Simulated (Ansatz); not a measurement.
All numbers below come from DFT PBE, scalar-relativistic, plane waves, PAW in Ansatz. All cells share a 420 eV cutoff and Γ-centred k meshes spaced at most about 0.3 Å⁻¹ (about 0.25 or finer for metals, 2π included). No spin polarisation.

Temperature and zero-point effects are left out.

Question: Which of these relaxed structures of Cd2HgTe3 is the lowest in energy?
A.

Space group I4/mmm (No. 139). a = 4.328 Å, b = 4.328 Å, c = 18.482 Å, α = 90.00°, β = 90.00°, γ = 90.00°
```
atom  site  symmetry       x       y       z
  Cd    4e       4mm  0.5000  0.5000  0.1668
  Hg    2a     4/mmm  0.0000  0.0000  0.0000
  Te    4e       4mm  0.0000  0.0000  0.1698
  Te    2b     4/mmm  0.5000  0.5000  0.0000
```

B.

Space group I-4m2 (No. 119). a = 4.692 Å, b = 4.692 Å, c = 19.867 Å, α = 90.00°, β = 90.00°, γ = 90.00°
```
atom  site  symmetry       x       y       z
  Cd    4e      2mm. 0.5000  0.5000  0.1669
  Hg    2a      -4m2  0.0000  0.0000  0.0000
  Te    4f      2mm. 0.0000  0.5000  0.0839
  Te    2d      -4m2  0.5000  0.0000  0.2500
```

Answer: B. The other, A, lies 168 meV/atom higher. Counting Te atoms around Cd and Hg (those within 1.25 times the shortest such distance or 1.15 times the sum of covalent radii, 1.27 where that leaves under three): B has Cd 4, Hg 4; A has Cd 6, Hg 6. Both come from invented guesses.

These runs have no spin–orbit coupling, which can matter for Hg and Te. Cells relaxed within their symmetry can be saddle points. Some structure types and database cells were kept out of the candidates from the start, so a known form may be missing.
